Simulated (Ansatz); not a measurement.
## Two Ansatz runs on NaH

The cell is COD entry 9008680, as deposited and not checked against the literature; nothing was relaxed. The listed cell was then made from it by scaling, straining or moving an atom.

First run: DFT, PBE, all-electron PAW with datasets made for the crystal, scalar-relativistic (Ansatz 0.2.0).

Command: `ansatz run input.yaml --threads 1 --pin off --max-ram 2048MiB --backend cpu --events-out ev --progress --plain --runs-dir out` The run took about 3.8 s on 1 thread of a shared machine.

```yaml
crystal:
  lattice:
    - [0.0, 2.4766, 2.44]
    - [2.4766, 0.0, 2.44]
    - [2.4766, 2.4766, 0.0]
  atoms:
    - { symbol: Na, position: [0.0, 0.0, 0.0] }
    - { symbol: H, position: [0.5, 0.5, 0.5] }
kpoints:
  mp_grid: { grid: [9, 9, 9] }
scf:
  occupations: { method: fermi_dirac, width: 0.03 }
hamiltonian:
  xc: pbe
  pseudopotentials: { kind: all_electron, datasets: crystal }
output:
  forces: true
  stress: true
  eigenvalues: true
  efg: { contact_densities: true }
```

Result: converged; pressure -1.21 GPa; gap on the k mesh 3.93 eV (the mesh can miss the band edges); 7 SCF iterations.

A second input differs as follows:

```diff
@@ -8,7 +8,8 @@
     - { symbol: H, position: [0.5, 0.5, 0.5] }
 kpoints:
-  mp_grid: { grid: [9, 9, 9] }
+  mp_grid: { grid: [1, 1, 1] }
 scf:
   occupations: { method: fermi_dirac, width: 0.03 }
+  max_iter: 60
 hamiltonian:
   xc: pbe
```

Question: What is wrong with it, and what does the program do?

Answer: The fault is one k-point for a small cell. The run converged; energy at zero smearing -2169.0 meV/atom from the first run; pressure -18.31 GPa; gap on the k mesh 12.94 eV (the mesh can miss the band edges); 6 SCF iterations. Such numbers aren't properties of the crystal. The log ends:
```
--- Stress (GPa, compression-positive) ---
      -18.507671       0.000000       0.000000
        0.000000     -18.507671       0.000000
        0.000000       0.000000     -17.906420
  P = ⅓ Tr σ = -18.3073 GPa (-183.073 kbar)
--- PAW observables at the nuclei: V_zz in 10²¹ V/m², potentials from the cell's mean, atoms counted from 1 ---
  atom   1  Na V_zz =    +0.010091   η = 0.0000   by run symmetry: allowed
            electrostatic potential = -973.732358 V   contact ρ = 5912.844654 e/Å³
  atom   2  H  V_zz =    +0.015132   η = 0.0000   by run symmetry: allowed
            electrostatic potential = -32.413432 V   contact ρ = 2.026902 e/Å³
--- Band table (eV) ---
  k-point 0: bands = ["-49.3763", "-21.2736", "-21.2730", "-21.2730", "-3.8829", "9.0591", "15.2068"]
```
